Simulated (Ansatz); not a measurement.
This script for Ansatz 0.2.0, Python API starts 6 runs on N, space group P4_2/mnm. What input does the engine get in each?

`walk.py`
```python
"""Move one atom of N step by step, each SCF seeded by the last."""

import ansatz as az
import numpy as np
import pandas as pd

vectors = np.array([
    [4.084062, 0.0, 0.0],
    [0.0, 4.084062, 0.0],
    [0.0, 0.0, 5.345913],
])
crystal = (
    az.Lattice.of(vectors)
    .atom("N", [0.904275, 0.904275, 0.0])
    .atom("N", [0.595725, 0.404275, 0.5])
    .atom("N", [0.095725, 0.095725, 0.0])
    .atom("N", [0.404275, 0.595725, 0.5])
)

start = np.array(crystal.resolved().sites[1].position)
previous, rows = None, []
for step in range(6):
    target = start + step * 0.01 * np.eye(3)[1]
    job = (
        crystal.move(1, to=target).calculation()
        .basis(510)
        .kpoints(4, 4, 3)
        .functional("PBEsol")
        .pseudopotentials("paw")
        .occupations("cold", width=0.01)
        .forces()
    )
    session = job.session()
    if previous is not None:
        session.seed_next_step(previous)
    previous = session.plan(retain="density").execute()
    rep = previous.report
    shift = float(np.linalg.norm((target - start) @ np.array(rep["lattice"]["cell_ang"])))
    rows.append((step, shift, rep["lagrangian_ev"], float(np.linalg.norm(rep["forces_ev_ang"][1])), rep["n_iterations"], rep["n_symmetry_ops"]))
rows = [(row[0], row[1], 1000 * (row[2] - rows[0][2]), *row[3:]) for row in rows]
print(pd.DataFrame(rows, columns=["step", "moved A", "dE meV", "force on it eV/A", "iterations", "symmetry operations"]).round(4).to_string(index=False))
```

Run 1:
```yaml
crystal:
  lattice:
    - [4.084062, 0.0, 0.0]
    - [0.0, 4.084062, 0.0]
    - [0.0, 0.0, 5.345913]
  atoms:
    - { symbol: "N", position: [0.904275, 0.904275, 0.0] }
    - { symbol: "N", position: [0.595725, 0.404275, 0.5] }
    - { symbol: "N", position: [0.095725, 0.095725, 0.0] }
    - { symbol: "N", position: [0.404275, 0.595725, 0.5] }
basis:
  ecutwfc: 510.0
kpoints:
  mp_grid:
    grid: [4, 4, 3]
hamiltonian:
  xc: pbesol
  pseudopotentials:
    kind: paw
scf:
  occupations:
    method: cold
    width: 0.01
output:
  forces: true
```

Run 2, against run 1:
```diff
-    - { symbol: "N", position: [0.595725, 0.404275, 0.5] }
+    - { symbol: "N", position: [0.595725, 0.414275, 0.5] }
```

Run 3, against run 1:
```diff
-    - { symbol: "N", position: [0.595725, 0.404275, 0.5] }
+    - { symbol: "N", position: [0.595725, 0.424275, 0.5] }
```

Run 4, against run 1:
```diff
-    - { symbol: "N", position: [0.595725, 0.404275, 0.5] }
+    - { symbol: "N", position: [0.595725, 0.43427499999999997, 0.5] }
```

Run 5, against run 1:
```diff
-    - { symbol: "N", position: [0.595725, 0.404275, 0.5] }
+    - { symbol: "N", position: [0.595725, 0.444275, 0.5] }
```

Run 6, against run 1:
```diff
-    - { symbol: "N", position: [0.595725, 0.404275, 0.5] }
+    - { symbol: "N", position: [0.595725, 0.454275, 0.5] }
```

Output of `python walk.py`:
```text
 step  moved A    dE meV  force on it eV/A  iterations  symmetry operations
    0   0.0000    0.0000            0.8679           6                   16
    1   0.0408   34.7436            3.4449           7                    2
    2   0.0817  198.7249            8.5469           7                    2
    3   0.1225  505.8261           14.5177           7                    2
    4   0.1634  968.5358           21.4303           7                    2
    5   0.2042 1596.8826           29.3408           7                    2
```

Reading the output:
- No spin polarisation was allowed.
- This isn't the structure that N takes at ambient conditions.
- The first step keeps the crystal's symmetry; the moved atom lowers it.
- Finished in 16 s on 1 thread of Arm Neoverse V1, with other jobs on the host, peak memory 0.45 GiB.

(Lines on the test bed's own set-up are left out of the output.)
